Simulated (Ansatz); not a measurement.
Runs of Ansatz 0.2.0 on LiF. Symmetry: Pm-3m, No. 221, cubic system. Conventional cell: a = 2.560 Å, b = 2.560 Å, c = 2.560 Å, α = 90.00°, β = 90.00°, γ = 90.00°. F (site symmetry m-3m) has 8 Li at 2.22 Å as nearest neighbours. Around Li (site symmetry m-3m) lie 8 F at 2.22 Å. Measurements of this composition are mostly on another form, of space group No. 225.

```tsv
task	level	cell	cutoff (eV)	smearing	gap on the mesh (eV)	pressure (GPa)
single point	RPBE	as given	243	gaussian 0.1 eV	7.70	3.9
relaxation of cell and atoms	LDA	relaxed	-	gaussian 0.1 eV	8.27	0.0
band structure	RPBE+D3(BJ)	as given	243	gaussian 0.1 eV	7.70	(b)
single point	PBE	as given	242	gaussian 0.05 eV	7.49	0.0
single point	LDA	as given	241	gaussian 0.05 eV	(a)	-7.6
```

Alike in all rows: potentials or basis all-electron LAPW, scalar-relativistic; no spin polarisation; k mesh 10 × 10 × 10; basis error allowed 0.001 eV/atom.

Q: Fill in the values left out.

A: (a) 7.29; (b) -10.6.

A k mesh can miss the band edges.
